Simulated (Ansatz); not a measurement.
The parent structure is BaSnO$_{3}$ in the cubic perovskite structure (space group Pm-3m, No. 221).

```xyz
5
Lattice="4.1313 0.0000 0.0000 0.0000 4.1313 0.0000 0.0000 0.0000 4.1313" Properties=species:S:1:pos:R:3 pbc="T T T"
Ba     0.0000     0.0000     0.0000
Sn     2.0656     2.0656     2.0656
O      0.0000     2.0656     2.0656
O      2.0656     2.0656     0.0000
O      2.0656     0.0000     2.0656
```

Levels (all Ansatz, a program for electronic structure, PAW): r2SCAN (500 eV, spin-orbit coupling left out); HSE06 (420 eV, spin-orbit coupling left out).

Its gap is 1.56 eV with r2SCAN and 2.51 eV with HSE06.

The change: a hydrostatic pressure of 45 GPa.

With r2SCAN the gap becomes 4.27 eV.

Problem. If the HSE06 correction stayed the same, what would the HSE06 gap be, and what does the HSE06 run give?

Solution. A rigid correction of +0.95 eV gives 5.22 eV. The HSE06 run gives 5.30 eV, so the correction itself changes by +0.08 eV.

Single points use the geometry relaxed with r2SCAN. HSE06 gaps are upper bounds (no full band path). Load acts through the strain it causes; cell and atoms are relaxed under it. Stability against distortions was not tested. No other phases were tried under pressure.
